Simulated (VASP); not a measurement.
# InNH₄: harmonic vibrations of a molecule

InNH₄, molecule in box, 6 atoms in the cell. PBE, harmonic vibrations; PAW potentials N, In_d, H (PBE set).

## Input

INCAR.step1:
```
PREC = Accurate ; ENCUT = 400
EDIFF = 1E-8 ; ISMEAR = 0
SIGMA = 0.01 ; ISYM = 0
LREAL = F ; LASPH = T
NELM = 100 ; ALGO = Normal
LWAVE = F ; LCHARG = F
IBRION = 2 ; NSW = 60
ISIF = 2 ; EDIFFG = -0.002
POTIM = 0.5
```

INCAR.step2, as INCAR.step1 but for:
```
- IBRION = 2
- NSW = 60
- ISIF = 2
- EDIFFG = -0.002
- POTIM = 0.5
+ IBRION = 5
+ NFREE = 2
+ POTIM = 0.015
+ NSW = 1
```

KPOINTS:
```
k-points
0
Gamma
  1 1 1
```

POSCAR.step1:
```
InH4N
1.0
   11.0000000000      0.0000000000      0.0000000000
    0.0000000000     13.0000000000      0.0000000000
    0.0000000000      0.0000000000     12.0000000000
N In H
1 1 4
Direct
    0.4780227300      0.4164615400      0.5124916700
    0.4950681800      0.5700307700      0.5054166700
    0.4320409100      0.3785846200      0.5722250000
    0.5147590900      0.3674769200      0.4570000000
    0.5784500000      0.6150000000      0.3952166700
    0.4239136400      0.6357538500      0.6104500000
```

Commands (each step's output is kept before the next begins):
```
cat potpaw_PBE.64/N/POTCAR potpaw_PBE.64/In_d/POTCAR potpaw_PBE.64/H/POTCAR > POTCAR
cp INCAR.step1 INCAR
cp POSCAR.step1 POSCAR
mpirun -np 4 vasp_gam > vasp.out
cp CONTCAR POSCAR
cp INCAR.step2 INCAR
mpirun -np 4 vasp_gam > vasp.out
```

## Result

- Vibrations (cm⁻¹; a negative value is imaginary): 3601, 3494, 1796, 1786, 1496, 670, 604, 522, 513, 465, 342, 75
- Zero-point energy (eV): 0.952
- Translations and rotations, which should read zero (cm⁻¹): -32, -11, -4, 1, 4, 18
- Vibrational entropy at 298 K (meV/K): 0.348
- Displaced cells: 36
- Ionic steps, all stages: 65
- Electronic steps, all stages: 1025

VASP 6.6.1 took 1925 s on 4 cores (Intel Xeon Platinum 8259CL @ 2.50GHz (Skylake/Cascade Lake)), a shared host.
